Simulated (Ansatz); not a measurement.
Method: DFT PBE, scalar-relativistic, plane waves, PAW (Ansatz). Settings: cutoff 420 eV, Γ-centred meshes spaced at most about 0.3 Å⁻¹ (2π included), Gaussian smearing. No spin polarisation.

These are static total energies at zero pressure.

Two relaxed structures of Si₂Ge₃:

A.

```yaml
crystal:
  lattice:
    - [1.99201, 1.15009, 16.27768]
    - [-1.99201, 1.15009, 16.27768]
    - [0.00000, -2.30017, 16.27768]
  atoms:
    - { symbol: Si, position: [0.97567, 0.97567, 0.97567] }
    - { symbol: Si, position: [0.62708, 0.62708, 0.62708] }
    - { symbol: Si, position: [0.02433, 0.02433, 0.02433] }
    - { symbol: Si, position: [0.37293, 0.37293, 0.37293] }
    - { symbol: Ge, position: [0.22633, 0.22633, 0.22633] }
    - { symbol: Ge, position: [0.57736, 0.57736, 0.57736] }
    - { symbol: Ge, position: [0.17548, 0.17548, 0.17548] }
    - { symbol: Ge, position: [0.82452, 0.82452, 0.82452] }
    - { symbol: Ge, position: [0.77367, 0.77367, 0.77367] }
    - { symbol: Ge, position: [0.42264, 0.42264, 0.42264] }
```

B.

```yaml
crystal:
  lattice:
    - [1.99129, 1.14967, 16.27267]
    - [-1.99129, 1.14967, 16.27267]
    - [0.00000, -2.29935, 16.27267]
  atoms:
    - { symbol: Si, position: [0.57378, 0.57378, 0.57378] }
    - { symbol: Si, position: [0.22527, 0.22527, 0.22527] }
    - { symbol: Si, position: [0.42622, 0.42622, 0.42622] }
    - { symbol: Si, position: [0.77473, 0.77473, 0.77473] }
    - { symbol: Ge, position: [0.17556, 0.17556, 0.17556] }
    - { symbol: Ge, position: [0.82444, 0.82444, 0.82444] }
    - { symbol: Ge, position: [0.97459, 0.97459, 0.97459] }
    - { symbol: Ge, position: [0.62354, 0.62354, 0.62354] }
    - { symbol: Ge, position: [0.02541, 0.02541, 0.02541] }
    - { symbol: Ge, position: [0.37646, 0.37646, 0.37646] }
```

Question: Which arrangement of the elements on these sites is preferred, and by what margin?

Answer: They are level within the accuracy (2 meV/atom apart, with A the lower in these runs). The two share one framework of sites and differ in which element sits where. A has Si and Ge ordered on diamond sites, space group R-3m (No. 166), 22.4 Å³/atom and a gap of 0.32 eV on its mesh; B has Si and Ge ordered on diamond sites, space group R-3m (No. 166), 22.4 Å³/atom and a gap of 0.27 eV. Counting Ge atoms around Si (those within 1.25 times the shortest such distance or 1.15 times the sum of covalent radii, 1.27 where that leaves under three; a plus sign parts nearer from farther groups; the shortest distance is added where it exceeds 1.18 times the sum of covalent radii; a slash parts the counts of unlike sites), A has Si 1/3+3 from 3.9 Å and B has Si 1. In A, Si on its first site is surrounded by 4 Si at 2.38–2.42 Å; around Si on its second site lie 3 Si at 2.42 Å and 1 Ge at 2.43 Å; Ge on its first site has 4 Ge at 2.46–2.48 Å; 2 more sites not described. In B, around Si on its first site lie 3 Si at 2.42 Å and 1 Ge at 2.43 Å; around Si on its second site lie 3 Si at 2.42 Å and 1 Ge at 2.43 Å; around Ge on its first site lie 1 Si at 2.43 Å and 3 Ge at 2.46 Å; 2 more sites not described. Both come from invented guesses.

Kohn–Sham gaps at this level usually fall short of measured ones. Cells relaxed within their symmetry can be saddle points.
